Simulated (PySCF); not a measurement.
**Atomic charges against the basis set**

Compound: C5H5N.
Atom-mapped SMILES: `[cH:1]1[cH:2][cH:3][n:4][cH:5][cH:6]1` (hydrogens: H7 on C1; H8 on C2; H9 on C3; H10 on C5; H11 on C6)

PBE0 throughout (PySCF), one geometry, spherical d and f functions. Geometry: PBE0-D3(BJ)/def2-SVP; no solvent, vibrations or thermal averaging. Atoms taken as equivalent share a column and are averaged.

Mulliken charges (e):

```
        basis  functions      C1   C2/C6   C3/C5      N4      H7  H8/H11  H9/H10
       STO-3G         35  -0.077  -0.088  +0.006  -0.234  +0.095  +0.095  +0.095
        6-31G         64  -0.155  -0.166  -0.020  -0.391  +0.186  +0.182  +0.184
       6-31G*         94  -0.138  -0.188  -0.002  -0.381  +0.184  +0.179  +0.178
     def2-SVP        109  +0.028  -0.066  +0.048  -0.173  +0.036  +0.033  +0.039
     pcSseg-1        127  -0.028  -0.190  +0.139  -0.414  +0.107  +0.105  +0.113
6-311+G(2d,p)        192  -0.141  +0.019  -0.101  -0.282  +0.116  +0.115  +0.119
    def2-TZVP        216  -0.145  -0.085  -0.058  -0.204  +0.130  +0.127  +0.124
```

IAO charges (e):

| basis | functions | C1 | C2/C6 | C3/C5 | N4 | H7 | H8/H11 | H9/H10 |
| --- | --- | --- | --- | --- | --- | --- | --- | --- |
| STO-3G | 35 | -0.125 | -0.151 | -0.058 | -0.178 | +0.145 | +0.147 | +0.142 |
| 6-31G | 64 | -0.128 | -0.176 | -0.033 | -0.258 | +0.161 | +0.162 | +0.161 |
| 6-31G* | 94 | -0.118 | -0.175 | -0.007 | -0.274 | +0.153 | +0.153 | +0.149 |
| def2-SVP | 109 | -0.118 | -0.175 | -0.007 | -0.267 | +0.152 | +0.152 | +0.146 |
| pcSseg-1 | 127 | -0.122 | -0.180 | -0.009 | -0.276 | +0.157 | +0.157 | +0.153 |
| 6-311+G(2d,p) | 192 | -0.123 | -0.183 | -0.008 | -0.283 | +0.159 | +0.159 | +0.155 |
| def2-TZVP | 216 | -0.122 | -0.183 | -0.007 | -0.282 | +0.159 | +0.159 | +0.154 |

Task: Which scheme is steadiest as the basis changes?

Result: Largest range over the bases for any column: IAO 0.11 e, Mulliken 0.24 e. IAO charges move least and Mulliken charges most, counted in e. Without the minimal STO-3G basis the ranges are IAO 0.03, Mulliken 0.24 e.

Task: How much do the charges still move between the two largest bases, 6-311+G(2d,p) and def2-TZVP?

Result: At most, over all atoms: Mulliken 0.104 e, IAO 0.002 e.

Task: What do the same runs give for the total energy, the frontier levels and the dipole moment?

Result: 
```tsv
basis	energy (Eh)	HOMO (eV)	LUMO (eV)	μ (D)
STO-3G	-244.9292	-4.81	2.10	2.01
6-31G	-247.9184	-6.96	-0.47	2.51
6-31G*	-247.9851	-7.14	-0.44	2.19
def2-SVP	-247.8108	-7.26	-0.70	2.17
pcSseg-1	-247.9573	-7.42	-0.83	2.25
6-311+G(2d,p)	-248.0548	-7.46	-0.89	2.28
def2-TZVP	-248.0753	-7.40	-0.83	2.21
```

The dipole is fixed by the density alone, so its range of 0.50 D shows that the density itself changes with the basis, not only its division among atoms.
